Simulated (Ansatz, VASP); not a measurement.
**BP: VASP beside Ansatz**

Contents of INCAR:

```
SYSTEM = BP
PREC = Accurate
ENCUT = 600
EDIFF = 1E-7
ISMEAR = 0
SIGMA = 0.02
LREAL = .False.
LASPH = .True.
NELM = 60
ALGO = Normal
ISIF = 3
LWAVE = .False.
LCHARG = .False.
GGA = PS
IBRION = 2
NSW = 100
EDIFFG = -0.005
```

The input KPOINTS:

```
regular mesh
0
Gamma
  10 10 10
  0 0 0
```

Contents of POSCAR:

```
BP
1.0
    0.0000000000      2.2660723845      2.2660723845
    2.2660723845      0.0000000000      2.2660723845
    2.2660723845      2.2660723845      0.0000000000
B P
1 1
Direct
    0.0000000000      0.0000000000      0.0000000000
    0.2500000000      0.2500000000      0.2500000000
```

Input for Ansatz:

```yaml
crystal:
  lattice:
    - [0.0, 2.2660723845, 2.2660723845]
    - [2.2660723845, 0.0, 2.2660723845]
    - [2.2660723845, 2.2660723845, 0.0]
  atoms:
    - { symbol: B, position: [0.0, 0.0, 0.0] }
    - { symbol: P, position: [0.25, 0.25, 0.25] }
basis:
  ecutwfc: 420
kpoints:
  mp_grid: { grid: [10, 10, 10] }
hamiltonian:
  xc: pbesol
scf:
  occupations: { method: gaussian, width: 0.02 }
output:
  forces: true
  stress: true
  eigenvalues: true
relax:
  adjacent_minimum: "off"
  f_tol: 0.005
  max_steps: 80
  cell: { stress_tol: 0.05 }
```

The cell is a database's computed one.

Alike in both runs: task relaxation of cell and atoms; functional PBEsol; k mesh 10 × 10 × 10; occupations gaussian, width 0.02 eV; no spin polarisation.

|  | VASP | Ansatz |
| --- | --- | --- |
| version | VASP 6.6.1 | Ansatz 0.2.0 |
| potentials or method | VASP PAW PBE potentials, release 64 (B, P) | scalar-relativistic, plane waves, PAW |
| plane-wave cutoff (eV) | 600 | 420 |
| valence electrons in the cell | 8 | 8 |

```csv
,VASP,Ansatz,Ansatz less VASP
"gap on the k mesh at the Fermi level, each at its own relaxed structure (eV)",1.12,1.12,+0.003
relaxed volume (Å³/atom),11.55,11.54,-0.007
relaxed cell length with the largest relative difference (Å),3.197,3.196,-0.0006
```

Caveats: the PAW data sets were made with another functional, which shifts forces and pressure a little (VASP). As with any semilocal functional, this PBEsol gap is likely too small. A k mesh can miss the band edges.
